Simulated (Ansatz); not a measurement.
What a trial cell of Sb relaxes into

Theory: Ansatz, DFT PBE, scalar-relativistic, plane waves, PAW. Cutoff 420 eV, Γ-centred k mesh, Gaussian smearing, no spin polarisation in the final step.

A relaxed cell is given with its space group left out.

```yaml
crystal:
  lattice:
    - [0.00000, 2.39431, 2.39431]
    - [2.39431, 0.00000, 2.39431]
    - [2.39431, 2.39431, 0.00000]
  atoms:
    - { symbol: Sb, position: [0.00000, 0.00000, 0.00000] }
```

Energies count from the standard state of Sb at the same level.

(1) What space group does it have?

(2) How far above the standard state of Sb does it lie?

(3) Is it a metal?

Answers

(1) Fm-3m (No. 225). Conventional cell: a = 4.789 Å. Sb has 12 Sb at 3.39 Å.

(2) 0.32 eV/atom.

(3) Yes, bands cross the Fermi level on the 20×20×20 mesh.

The final run used a 20×20×20 mesh on its 1-atom cell and 0.10 eV smearing. The k mesh leaves about 4 meV/atom of noise in metals. Spin–orbit coupling is left out. The cell came from a trial start, so Sb may not exist in this structure.